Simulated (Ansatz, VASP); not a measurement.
# SiHCF (F-SiC-H chair, 1 layer) in two plane-wave programs, part 2 of 2

One calculation is typed for both programs; each brings its own data sets. How far apart do they land? Of the first pair: The structure shown is the start of the Ansatz relaxation below; VASP solves that cell, so the two are compared at the walk's first step.

VASP 6.6.1 and Ansatz 0.2.0.

So far: The starting structure; Ansatz: relaxation, PBE; VASP: single point, PBE, start cell, pair 1.

## Step 4: Side by side

Known differences besides the potentials themselves: the cutoff is 420 eV in Ansatz and 520 eV in VASP. Total energies have different zeros and are not compared.

Forces (eV/Å; atoms numbered as in POSCAR):

| atom | Ansatz x, y, z | VASP x, y, z |
| --- | --- | --- |
| H1 | 0.000, 0.000, -1.093 | 0.000, 0.000, -1.119 |
| C2 | 0.000, 0.000, 2.080 | 0.000, 0.000, 2.101 |
| Si3 | 0.000, 0.000, 1.431 | 0.000, 0.000, 1.285 |
| F4 | 0.000, 0.000, -2.419 | 0.000, 0.000, -2.267 |

The forces differ by 62 meV/Å r.m.s., which is 6.1 % of the r.m.s. force of 1.019 eV/Å (both taken over all components). With vacuum in the cell, a pressure given here is an average over mostly empty space and none of the material.

## Step 5: Ansatz: relaxation, PBE

This run makes the geometry at which the two programs are then compared.

The structure compared here is the end of the Ansatz relaxation.

The input, input.yaml:

```yaml
crystal:
  lattice:
    - [3.0855, 0.0, 0.0]
    - [-1.54275, 2.6721213834, 0.0]
    - [0.0, 0.0, 25.3733333333]
  atoms:
    - { symbol: H, position: [0.6666666667, 0.3333333333, 0.4335260116] }
    - { symbol: C, position: [0.6666666667, 0.3333333333, 0.475696269] }
    - { symbol: Si, position: [0.3333333333, 0.6666666667, 0.500262743] }
    - { symbol: F, position: [0.3333333333, 0.6666666667, 0.5664739884] }
kpoints:
  mp_grid: { grid: [12, 12, 1] }
hamiltonian:
  xc: pbe
scf:
  occupations: { method: fermi_dirac, width: 0.05 }
  convergence: { dr2_threshold: 1.0e-08 }
efield:
  axis: 3
  dipole_correction: true
  ramp_position: 0.97
  ramp_width: 0.04
relax:
  f_tol: 0.01
  cell: { fix: [c, alpha, beta] }
output:
  write_potential: true
  write_density: true
  volumetric_format: npy
```

The run is started by

```sh
ansatz run input.yaml --threads 2 --pin off --max-ram 4096MiB --backend cpu --events-out ev --progress --plain --runs-dir out
```

Numbers of over 12 decimals in the logs are rounded to 6 here.

Log:

```text
[...]
Crystal: 4 atoms, lattice volume = 209.199 Å³
Basis set: ecut = 420 eV, 4093 PW (Γ), exchange–correlation on 48×48×360 points (8 copies of the dense FFT grid, shifted against one another)
[...]
cell:  # Å, volume = 214.9565 Å³
    - [3.127672, 0, 0]
    - [-1.563836, 2.708644, 0]
    - [0, 0, 25.3733333333]
  atoms:
    - { symbol: H, position: [0.666667, 0.333333, 0.434481] }
    - { symbol: C, position: [0.666667, 0.333333, 0.478120] }
    - { symbol: Si, position: [0.333333, 0.666667, 0.500196] }
    - { symbol: F, position: [0.333333, 0.666667, 0.563162] }
[key lines of the parts left out:]
SCF converged after 7 iterations
Free energy (F): -1712.561495 eV
Fermi energy:    -2.674870 eV
Dipole field:    D = -0.168219 V/Å  (p = -0.199831 e·Å, saw-weighted, corrected)
Work function:   Φ+ = 6.8300 eV   Φ− = 2.5617 eV
P = ⅓ Tr σ = 0.0304 GPa (0.304 kbar)
```

## Step 6: VASP: single point, PBE, relaxed cell, pair 2

The same cell, functional, mesh and smearing now go to VASP, with its own data sets.

The input, INCAR:

```
SYSTEM = SiHCF
PREC = Accurate
ENCUT = 600
EDIFF = 1E-06
NELM = 120
ISMEAR = -1
SIGMA = 0.05
LREAL = .FALSE.
ALGO = Normal
GGA = PE
NBANDS = 14
LORBIT = 11
LWAVE = .FALSE.
LCHARG = .FALSE.
ISIF = 2
LDIPOL = .TRUE.
IDIPOL = 3
DIPOL = 0.5 0.5 0.494
LVHAR = .TRUE.
LASPH = .TRUE.
GGA_COMPAT = .FALSE.
EFERMI = MIDGAP
NELMDL = -8
```

The input, POSCAR:

```
SiHCF
1.0
    3.1276724281      0.0000000000      0.0000000000
   -1.5638362140      2.7086437774      0.0000000000
    0.0000000000      0.0000000000     25.3733333333
H C Si F
1 1 1 1
Direct
    0.6666666667      0.3333333333      0.4344814541
    0.6666666667      0.3333333333      0.4781198883
    0.3333333333      0.6666666667      0.5001955059
    0.3333333333      0.6666666667      0.5631621637
```

The input, KPOINTS:

```
Automatic mesh
0
Gamma
12 12 1
0 0 0
```

Potentials, in the order of the species: H, C, Si and F (PBE family, release 64).

The run is started by

```sh
mpirun -np 1 vasp_std
```

Log:

```text
[... set-up lines as in an earlier step ...]
 entering main loop
       N       E                     dE             d eps       ncg     rms          rms(c)
DAV:   1     0.144362608909E+03    0.14436E+03   -0.60062E+03   540   0.913E+02
DAV:   2    -0.834442882453E+01   -0.15271E+03   -0.13742E+03   920   0.192E+02
DAV:   3    -0.267134488131E+02   -0.18369E+02   -0.18236E+02   742   0.868E+01
DAV:   4    -0.271109836894E+02   -0.39753E+00   -0.39681E+00   664   0.149E+01
[...]
DAV:  25    -0.241598787345E+02   -0.40733E-05   -0.68520E-08   392   0.224E-03    0.199E-04
DAV:  26    -0.241598800096E+02   -0.12751E-05   -0.57065E-08   422   0.205E-03    0.587E-04
DAV:  27    -0.241598804198E+02   -0.41026E-06   -0.18619E-08   476   0.157E-03
   1 F= -.24159880E+02 E0= -.24159880E+02  d E =-.389324E-16
```

Parts of OUTCAR (step 6):

```text
  Total       -0.0380356     -0.0380356      0.3100881     -0.0000000      0.0000000     -0.0000000
  in kB       -0.2834984     -0.2834984      2.3112394     -0.0000000      0.0000000     -0.0000000
  external PRESSURE =       0.5814142 kB  Pullay stress =       0.0000000 kB

 POSITION                                       TOTAL-FORCE (eV/Angst)
 -----------------------------------------------------------------------------------
      1.56384      0.90288     11.02424        -0.000000      0.000000     -0.022951
      1.56384      0.90288     12.13150        -0.000000      0.000000      0.010870
     -0.00000      1.80576     12.69163        -0.000000      0.000000     -0.208223
     -0.00000      1.80576     14.28930         0.000000     -0.000000      0.220304
 -----------------------------------------------------------------------------------
    total drift:                               -0.000001      0.000000      0.000196

  FREE ENERGIE OF THE ION-ELECTRON SYSTEM (eV)
  ---------------------------------------------------
  free  energy   TOTEN  =       -24.1598804198 eV

  energy  without entropy=      -24.1598804198  energy(sigma->0) =      -24.15988042

[... 1 part as in an earlier step ...]

[... 2 further parts left out ...]
[key lines of the parts left out:]
E-fermi :  -2.9991
```

## Step 7: Differences

What differs besides the data sets and the points named for the pairs above, as far as they apply: the cutoff is 420 eV in Ansatz and 600 eV in VASP; Ansatz's pressure holds a Pulay correction, VASP's none. Total energies have different zeros and are not compared.

The two programs side by side:

| quantity | Ansatz | VASP | difference |
| --- | --- | --- | --- |
| pressure (GPa) | 0.03 | 0.06 | -0.03 |
| gap on the k mesh (eV) | 3.527 | 3.531 | -0.004 |

Forces (eV/Å; atoms numbered as in POSCAR):

| atom | Ansatz x, y, z | VASP x, y, z |
| --- | --- | --- |
| H1 | 0.000, 0.000, 0.002 | 0.000, 0.000, -0.023 |
| C2 | 0.000, 0.000, -0.002 | 0.000, 0.000, 0.011 |
| Si3 | 0.000, 0.000, 0.001 | 0.000, 0.000, -0.208 |
| F4 | 0.000, 0.000, 0.000 | 0.000, 0.000, 0.220 |

The forces differ by 88 meV/Å r.m.s., where the r.m.s. force is 0.001 eV/Å in Ansatz and 0.088 eV/Å in VASP: the atoms lie near their places of rest in Ansatz, so a percentage would say little (all taken over all components). A gap on the mesh is an upper bound, since the band edges may lie between its points. With vacuum in the cell, a pressure given here is an average over mostly empty space and none of the material.

## Step 8: What came out

- r.m.s. force difference (single point, PBE, start cell, pair 1): 6.1 % of the r.m.s. force
- r.m.s. force difference (single point, PBE, relaxed cell, pair 2): 88 meV/Å

What this shows: The r.m.s. force difference is 88 meV/Å (single point, PBE, relaxed cell, pair 2), beyond the 12 meV/Å picked in this series as the mark of a large difference. What causes the difference of the single point, PBE, start cell, pair 1 pair stays open here. What causes the difference of the single point, PBE, relaxed cell, pair 2 pair stays open here. How closely two codes agree says nothing of how well the functional describes the real material.

[Lines on the potential files, build, host, timing and source positions are cut from VASP's logs without a mark.]

[Logs are printed without paths, hosts, clocks, repeated set-up lines and the standing remarks that a program may print on its own settings, such as how far it seeks lower states.]

[Hosts, paths, dates, database ids (printed as entryN), source tags and the programs' standing remarks are cut or masked in the printed files.]
